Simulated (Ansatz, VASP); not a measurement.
# Two plane-wave programs on GaP

```
Ga P
1.0
     0.00000    2.72525    2.72525
     2.72525    0.00000    2.72525
     2.72525    2.72525    0.00000
Ga P
1 1
Direct
  0.00000 0.00000 0.00000
  0.75000 0.75000 0.75000
```

Alike in both runs: task relaxation of cell and atoms; functional PBE; k mesh 8 × 8 × 8; occupations fermi-dirac, width 0.05 eV; no spin polarisation.

|  | VASP | Ansatz |
| --- | --- | --- |
| version | VASP 6.6.1 | Ansatz 0.2.0 |
| potentials or method | VASP PAW PBE potentials, release 64 (Ga_d, P) | Ansatz PAW |
| plane-wave cutoff (eV) | 600 | 420 |
| valence electrons in the cell | 18 | 18 |

|  | VASP | Ansatz | Ansatz less VASP |
| --- | --- | --- | --- |
| gap on the k mesh at the Fermi level, each at its own relaxed structure (eV) | 1.58 | 1.58 | +0.004 |
| relaxed volume (Å³/atom) | 20.86 | 20.85 | -0.003 |
| relaxed cell length with the largest relative difference (Å) | 3.893 | 3.893 | -0.0002 |
| energy change over the relaxation (meV/atom) | -5 | -5 | -0.1 |

Caveats: the plane-wave basis is chosen anew once the cell has moved, so the energies of steps on either side of that aren't comparable (Ansatz). A k mesh can miss the band edges. PBE usually gives volumes a little too large and moduli too small. A hybrid or GW would open this gap; PBE tends to underestimate it.
